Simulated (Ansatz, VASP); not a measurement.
One calculation of Si, two programs

The input INCAR:

```
SYSTEM = Si
  PREC = Accurate
  ENCUT = 520
  EDIFF = 1E-7
  ISMEAR = 0
  SIGMA = 0.05
  LREAL = .False.
  LASPH = .True.
  NELM = 60
  ALGO = Normal
  ISIF = 2
  LWAVE = .False.
  LCHARG = .True.
  GGA = PE
  LELF = .True.
  LVHAR = .True.
  NBANDS = 16
```

KPOINTS

```
Automatic mesh
0
Gamma
  12 12 6
  0 0 0
```

POSCAR

```
Si
1.0
    3.8850721999      0.0000000000      0.0000000000
   -1.9425361000      3.3645712207      0.0000000000
    0.0000000000      0.0000000000      6.2538007202
Si
4
Direct
    0.3333333333      0.6666666667      0.0440780254
    0.6666666667      0.3333333333      0.5440780254
    0.3333333333      0.6666666667      0.4559219746
    0.6666666667      0.3333333333      0.9559219746
```

Input for Ansatz:

```yaml
crystal:
  lattice:
    - [3.8850721999, 0.0, 0.0]
    - [-1.9425361, 3.3645712207, 0.0]
    - [0.0, 0.0, 6.2538007202]
  atoms:
    - { symbol: Si, position: [0.3333333333, 0.6666666667, 0.0440780254] }
    - { symbol: Si, position: [0.6666666667, 0.3333333333, 0.5440780254] }
    - { symbol: Si, position: [0.3333333333, 0.6666666667, 0.4559219746] }
    - { symbol: Si, position: [0.6666666667, 0.3333333333, 0.9559219746] }
basis:
  ecutwfc: 420
kpoints:
  mp_grid: { grid: [12, 12, 6] }
hamiltonian:
  xc: pbe
  pseudopotentials: { kind: paw, azcp: { folder: soft_1 } }
scf:
  occupations: { method: gaussian, width: 0.05 }
output:
  forces: true
  stress: true
  eigenvalues: true
```

Alike in both runs: task single point; functional PBE; k mesh 12 × 12 × 6; occupations gaussian, width 0.05 eV; no spin polarisation.

|  | VASP | Ansatz |
| --- | --- | --- |
| version | VASP 6.6.1 | Ansatz 0.2.0 |
| potentials or method | VASP PAW PBE potentials, release 64 (Si) | scalar-relativistic, plane waves, PAW |
| plane-wave cutoff (eV) | 520 | 420 |
| valence electrons in the cell | 16 | 16 |

|  | VASP | Ansatz | Ansatz less VASP |
| --- | --- | --- | --- |
| gap on the k mesh at the Fermi level (eV) | none | none | - |
| pressure (GPa) | 0.6 | 0.7 | +0.07 |
| largest component of the traceless stress (GPa) | 4.18 | 4.23 | +0.043 |
| rms of the force components (eV/Å) | 1.041 | 1.042 | +0.0004 |

Atom by atom the forces differ by 0.000 eV/Å (rms over components). A gap of «none» marks a metal or a gap that the smearing closes. With one functional, cell and mesh, what is left measures potentials, basis and numerics.

Caveats: forces of over 1 eV/Å show positions far from the minimum, so gaps and moduli don't describe the material at rest.
